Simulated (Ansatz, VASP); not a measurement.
# One calculation of Au, two programs

File INCAR:

```
PREC = Accurate
ENCUT = 520
EDIFF = 1E-6
ISMEAR = 0
SIGMA = 0.016
LREAL = F
LASPH = T
NELM = 60
ALGO = Normal
ISIF = 2
LWAVE = F
LCHARG = T
GGA = PE
LELF = T
LVHAR = T
NBANDS = 12
```

The input KPOINTS:

```
Automatic mesh
0
Gamma
  11 11 11
```

File POSCAR:

```
Au
1.0
    0.0000000000      2.0350000000      2.0350000000
    2.0350000000      0.0000000000      2.0350000000
    2.0350000000      2.0350000000      0.0000000000
Au
1
Direct
    0.0000000000      0.0000000000      0.0000000000
```

Contents of input.yaml:

```yaml
crystal:
  lattice:
    - [0.0, 2.035, 2.035]
    - [2.035, 0.0, 2.035]
    - [2.035, 2.035, 0.0]
  atoms:
    - { symbol: Au, position: [0.0, 0.0, 0.0] }
hamiltonian:
  xc: pbe
  pseudopotentials: { kind: paw }
kpoints:
  mp_grid: { grid: [11, 11, 11] }
scf:
  occupations: { method: gaussian, width: 0.016 }
output:
  forces: true
  stress: true
  eigenvalues: true
  write_density: true
  write_potential: true
  elf: true
  volumetric_format: npy
```

Alike in both runs: task single point; functional PBE; k mesh 11 × 11 × 11; occupations gaussian, width 0.016 eV; no spin polarisation.

|  | VASP | Ansatz |
| --- | --- | --- |
| version | VASP 6.6.1 | Ansatz 0.2.0 |
| potentials or method | VASP PAW PBE potentials, release 64 (Au) | Ansatz PAW |
| plane-wave cutoff (eV) | 520 | 420 |
| valence electrons in the cell | 11 | 19 |

|  | VASP | Ansatz | Ansatz less VASP |
| --- | --- | --- | --- |
| gap on the k mesh at the Fermi level (eV) | none | none | - |
| pressure (GPa) | 10.5 | 10.8 | +0.33 |

A gap of «none» marks a metal or a gap that the smearing closes. With one functional, cell and mesh, what is left measures potentials, basis and numerics. The two sets of potentials don't hold the same shells in valence.

Spin-orbit coupling is left out, which matters for the levels of Au.
